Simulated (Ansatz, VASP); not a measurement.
# One calculation of PtSe2, two programs

```
Pt Se
1.0
     3.72400    0.00000    0.00000
    -1.86200    3.22508    0.00000
     0.00000    0.00000    5.06200
Pt Se
1 2
Direct
  0.00000 0.00000 0.99040
  0.33333 0.66667 0.26185
  0.66667 0.33333 0.76185
```

Change from the starting cell: mode 9 (228.2 1/cm) frozen in, largest displacement -0.060 Å.

Alike in both runs: task single point; functional PBE; dispersion D3(BJ); k mesh 12 × 12 × 10; occupations gaussian, width 0.15 eV; no spin polarisation.

```csv
,VASP,Ansatz
version,VASP 6.6.1,Ansatz 0.2.0
potentials or method,"VASP PAW PBE potentials, release 64 (Pt, Se)","scalar-relativistic, plane waves, PAW"
plane-wave cutoff (eV),520,420
valence electrons in the cell,22,50
```

VASP gave:

| Quantity | Value |
| --- | --- |
| gap on the k mesh at the Fermi level (eV) | none |
| pressure (GPa) | 3.9 |
| largest component of the traceless stress (GPa) | 1.92 |
| rms of the force components (eV/Å) | 0.802 |

Question: What did Ansatz give for the same quantities?

Answer: gap on the k mesh at the Fermi level (eV): none; pressure (GPa): 3.9; largest component of the traceless stress (GPa): 1.90; rms of the force components (eV/Å): 0.799.

Atom by atom the forces differ by 0.003 eV/Å (rms over components). A gap of «none» marks a metal or a gap that the smearing closes. The two sets of potentials don't hold the same shells in valence.

Caveats: pairwise dispersion overbinds metals, which lowers pressure and volume; forces of over 1 eV/Å show positions far from the minimum, so gaps and moduli don't describe the material at rest. Spin-orbit coupling is left out, which matters for the levels of Pt.
